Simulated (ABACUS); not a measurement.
Crystal: GaSb.

```xyz
2
Lattice="0.0000 3.0590 3.0590 3.0590 0.0000 3.0590 3.0590 3.0590 0.0000" Properties=species:S:1:pos:R:3 pbc="T T T"
Sb    4.5885    4.5885    4.5885
Ga    0.0000    0.0000    0.0000
```

Base run:

```yaml
Program: ABACUS 3.10.1
Functional: PBE
Potentials_or_basis: SG15 ONCV 1.2 PBE
Cutoff: 1102 eV
Density_cutoff: 4408 eV
Basis: plane waves
k_mesh: 6 × 6 × 6
Occupations: fermi-dirac, width 0.05 eV
Spin: no spin polarisation
```

Its results: band gap on the k mesh none (metal or under the smearing width); pressure 2.3 GPa.

After a change of settings the same cell gave: band gap on the k mesh 0.09 eV, direct; pressure 0.0 GPa. Which change was it?
A. functional from PBE to PW91; potentials or basis from SG15 ONCV 1.2 PBE to Ansatz NC PBE
B. functional from PBE to rSCAN; cutoff from 1102 eV to 1279 eV; density cutoff from 4408 eV to 5116 eV; k mesh from 6 × 6 × 6 to 5 × 5 × 5
C. functional from PBE to B86bPBE; potentials or basis from SG15 ONCV 1.2 PBE to PseudoDojo NC SR 0.5 PBE stringent; cutoff from 1102 eV to 1551 eV; density cutoff from 4408 eV to 6204 eV; valence electrons from 28 to 44
D. functional from PBE to r2SCAN; cutoff from 1102 eV to 1361 eV; density cutoff from 4408 eV to 5442 eV; basis from plane waves to DZP LCAO (the cutoffs set its grid)

D.

Caveats: this crystal is a semiconductor, whose small gap the functional closes, so the metal is an error of the method (some runs); the atomic orbitals were generated for these runs and aren't a published set (some runs); the potentials were made for another functional, which shifts forces and pressure (some runs); spin-orbit coupling is left out, which moves the levels of the heavy elements (some runs); the basis of atomic orbitals isn't converged, which shifts pressures, moduli and gaps (some runs).

Not every run made on this cell is shown here.
